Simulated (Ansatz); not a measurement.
System: cubic perovskite BaSnO3. Method: r²SCAN in Ansatz (plane waves, PAW).

Numerical settings: plane-wave cutoff 560 eV, 8×8×8 k mesh, Fermi–Dirac smearing 0.01 eV, scalar-relativistic PAW data made under PBE.

Pressure at four volumes; x = ln(V/14.102 Å³). One pressure is withheld.

```json
[
 {"V (Å³/atom)": "13.256", "x": "-0.0619", "P (GPa)": "11.34"},
 {"V (Å³/atom)": "14.102", "x": "0.0000", "P (GPa)": "-0.01"},
 {"V (Å³/atom)": "14.666", "x": "0.0392", "P (GPa)": "-5.65"},
 {"V (Å³/atom)": "14.948", "x": "0.0583", "P (GPa)": "?"}
]
```

**Question.** Pass a parabola P(x) through the three rows shown, estimate the bulk modulus and its pressure derivative near zero pressure, and predict the withheld pressure.

**Answer.** Slopes between the rows: (-0.01 − (11.34))/(0.0000 − (-0.0619)) = -183.36 and (-5.65 − (-0.01))/(0.0392 − (0.0000)) = -143.88 GPa. Their difference over the span 0.1011 is c = 39.48/0.1011 = 390.5 GPa, so P(x) = 11.34 + (-183.36)(x − (-0.0619)) + 390.5 (x − (-0.0619))(x − (0.0000)). At the middle row B = −dP/dx = −[-183.36 + 390.5 × 0.0619] = 159.2 GPa, and B′ = dB/dP = 2c/B = 4.9. At x = 0.0583 the parabola gives -7.96 GPa; the run gives -8.01 GPa. The Birch–Murnaghan fit to the energies at all volumes has B0 = 158 GPa and B′ = 4.8.

Note: the relaxation could not lower the start's symmetry, so the cell can be a saddle point above a distorted one.

Spin–orbit coupling is not included.

Ansatz is a quantum-chemistry and plane-wave program.
